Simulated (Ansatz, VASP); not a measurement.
H: VASP beside Ansatz

The input INCAR:

```
  PREC = Accurate
  ENCUT = 520
  EDIFF = 1E-6
  ISMEAR = -1
  SIGMA = 0.05
  LREAL = False
  LASPH = True
  NELM = 100
  ALGO = Normal
  ISIF = 2
  LWAVE = False
  LCHARG = False
  GGA = PE
  NBANDS = 6
```

File KPOINTS:

```
regular mesh
0
Gamma
  10 10 26
```

The input POSCAR:

```
H
1.0
    2.5436531893      0.0000000000      0.0000000000
    0.0000000000      2.6496387389      0.0000000000
    0.0000000000      0.0000000000      0.9804929200
H
1
Direct
    0.0000000000      0.0000000000      0.5000000000
```

input.yaml

```yaml
crystal:
  lattice:
    - [2.5436531893, 0.0, 0.0]
    - [0.0, 2.6496387389, 0.0]
    - [0.0, 0.0, 0.98049292]
  atoms:
    - { symbol: H, position: [0.0, 0.0, 0.5] }
hamiltonian:
  xc: pbe
  pseudopotentials: { kind: paw }
kpoints:
  mp_grid: { grid: [10, 10, 26] }
scf:
  occupations: { method: fermi_dirac, width: 0.05 }
output:
  forces: true
  stress: true
  eigenvalues: true
```

Change from the starting cell: strain = -0.04.

Alike in both runs: task single point; functional PBE; k mesh 10 × 10 × 26; occupations fermi-dirac, width 0.05 eV; no spin polarisation.

|  | VASP | Ansatz |
| --- | --- | --- |
| version | VASP 6.6.1 | Ansatz 0.2.0 |
| potentials or method | VASP PAW PBE potentials, release 64 (H) | Ansatz PAW |
| plane-wave cutoff (eV) | 520 | 420 |
| valence electrons in the cell | 1 | 1 |

```tsv
	VASP	Ansatz	Ansatz less VASP
gap on the k mesh at the Fermi level (eV)	none	none	-
pressure (GPa)	1.9	2.2	+0.29
largest component of the traceless stress (GPa)	2.07	2.07	-0.002
```

A gap of «none» marks a metal or a gap that the smearing closes. The functional is the same, so the differences come from potentials, cutoffs and numerics.

Caveats: the pressure holds a Pulay correction of +0.3 GPa for the finite cutoff (Ansatz).
